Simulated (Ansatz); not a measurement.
Runs of Ansatz 0.2.0 on ZrN. Symmetry: Fm-3m, No. 225, cubic system. The conventional cell has a = 4.600 Å, b = 4.600 Å, c = 4.600 Å, α = 90.00°, β = 90.00°, γ = 90.00°. Around Zr (site symmetry m-3m) lie 6 N at 2.30 Å. N (site symmetry m-3m) is surrounded by 6 Zr at 2.30 Å. 

```tsv
task	level	spin	cell	k mesh	smearing	points for each segment of the path	gap on the mesh (eV)	pressure (GPa)
band structure	PBE	off	as given	10 × 10 × 10	fermi-dirac 0.05 eV	14	none	(a)
band structure	PBE	SOC, no magnetisation	as given	7 × 7 × 7	fermi-dirac 0.05 eV	14	none	-0.7
single point	PBE	off	as given	10 × 10 × 10	gaussian 0.011 eV	-	none	-0.9
band structure	LDA	off	as given	10 × 10 × 10	fermi-dirac 0.05 eV	14	none	-12.6
relaxation of cell and atoms	PBE	off	relaxed	10 × 10 × 10	fermi-dirac 0.05 eV	-	none	0.0
```

Alike in all rows: potentials or basis Ansatz PAW; cutoff (eV) 420.

**Question.** Fill in the values left out.

**Answer.** (a) -0.8.

Caveats: the PAW data sets come from PBE, with cores solved anew for the run's functional, which leaves a small shift of forces and pressure (some runs); the plane-wave basis is chosen anew once the cell has moved, so the energies of steps on either side of that aren't comparable (some runs).

A k mesh can miss the band edges, and rows without SOC leave out spin-orbit coupling on Zr.

A gap of «none» marks a metal or a gap under the smearing width.
